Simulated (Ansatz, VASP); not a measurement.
One calculation of Si, two programs

The input INCAR:

```
PREC     = Accurate       # precision mode
ENCUT    = 520            # plane-wave cutoff, eV
EDIFF    = 1E-6           # SCF threshold, eV
ISMEAR   = 0              # smearing method
SIGMA    = 0.05           # smearing width, eV
LREAL    = F              # projectors in reciprocal space
LASPH    = T              # aspherical terms in the spheres
NELM     = 80             # most SCF steps
ALGO     = Normal         # electronic algorithm
ISIF     = 2              # what is computed and relaxed
LWAVE    = F              # write WAVECAR
LCHARG   = F              # write CHGCAR
NBANDS   = 11             # bands
```

Contents of KPOINTS:

```
Automatic mesh
0
Gamma
  12 12 12
```

The input POSCAR:

```
Si
1.0
    0.0000000000      2.6771669502      2.7480629224
    2.6771669502      0.0000000000      2.7480629224
    2.6771669502      2.6771669502      0.0000000000
Si
2
Direct
    0.5000000000      0.5000000000      0.5000000000
    0.7500000000      0.7500000000      0.7500000000
```

Input for Ansatz:

```yaml
crystal:
  lattice:
    - [0.0, 2.6771669502, 2.7480629224]
    - [2.6771669502, 0.0, 2.7480629224]
    - [2.6771669502, 2.6771669502, 0.0]
  atoms:
    - { symbol: Si, position: [0.5, 0.5, 0.5] }
    - { symbol: Si, position: [0.75, 0.75, 0.75] }
basis:
  ecutwfc: 420
kpoints:
  mp_grid: { grid: [12, 12, 12] }
hamiltonian:
  xc: lda
  pseudopotentials: { kind: paw, azcp: { folder: soft_1 } }
scf:
  occupations: { method: gaussian, width: 0.05 }
output:
  forces: true
  stress: true
  eigenvalues: true
  write_density: true
  write_potential: true
  elf: true
  volumetric_format: npy
```

Change from the starting cell: strain +e along x and -e along y +0.0000, strain +e along z and -e/2 along x and y +0.0175.

Alike in both runs: task single point; functional LDA; k mesh 12 × 12 × 12; occupations gaussian, width 0.05 eV; no spin polarisation.

|  | VASP | Ansatz |
| --- | --- | --- |
| version | VASP 6.6.1 | Ansatz 0.2.0 |
| potentials or method | VASP PAW LDA potentials, release 64 (Si) | scalar-relativistic, plane waves, PAW |
| plane-wave cutoff (eV) | 520 | 420 |
| valence electrons in the cell | 8 | 8 |

```csv
,VASP,Ansatz,Ansatz less VASP
gap on the k mesh at the Fermi level (eV),0.30,0.30,+0.003
least direct gap on the mesh (eV),2.44,2.44,+0.001
pressure (GPa),0.1,0.0,-0.06
largest component of the traceless stress (GPa),1.76,1.76,0.000
```

Ansatz warned: «pseudo_functional_mismatch».
